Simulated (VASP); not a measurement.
BN:

```
CELL_PARAMETERS angstrom
0.00000 1.81300 1.81300
1.81300 0.00000 1.81300
1.81300 1.81300 0.00000
ATOMIC_POSITIONS crystal
N 0.25000 0.25000 0.25000
B 0.00000 0.00000 0.00000
```

The cell is a database's computed one.

| Property | Result |
| --- | --- |
| Program | VASP 6.6.1 |
| Task | relaxation of cell and atoms |
| Functional | PBEsol |
| Dispersion | D4 |
| Potentials or basis | VASP PAW PBE potentials, release 64 (N, B) |
| Cutoff | 600 eV |
| k mesh | 13 × 13 × 13 |
| Occupations | fermi-dirac, width 0.05 eV |
| Spin | no spin polarisation |

At the start: pressure -9.2 GPa; volume 5.96 Å³/atom.

How do energy, volume and symmetry change on relaxing?

Over 3 steps the energy falls by 4.2 meV/atom and the volume is 5.82 Å³/atom (-2.4 %); space group F-43m (No. 216, to 0.05 Å).

Step by step:
| step | energy change (eV) | largest force (eV/Å) | pressure (GPa) | volume (Å³) |
| --- | --- | --- | --- | --- |
| 1 | 0.0000 | 0.0000 | -9.20 | 11.92 |
| 2 | 0.0010 | 0.0000 | 10.59 | 11.34 |
| 3 | -0.0084 | 0.0000 | -0.04 | 11.63 |

Final structure:
```cif
data_structure
_symmetry_space_group_name_H-M 'P 1'
_symmetry_Int_Tables_number 1
_cell_length_a 2.5432
_cell_length_b 2.5432
_cell_length_c 2.5432
_cell_angle_alpha 60.000
_cell_angle_beta 60.000
_cell_angle_gamma 60.000
_cell_volume 11.63
loop_
_atom_site_label
_atom_site_type_symbol
_atom_site_fract_x
_atom_site_fract_y
_atom_site_fract_z
_atom_site_occupancy
N1 N 0.25000 0.25000 0.25000 1
B1 B 0.00000 0.00000 0.00000 1
```

Caveat: the PAW data sets were made with another functional, which shifts forces and pressure a little.
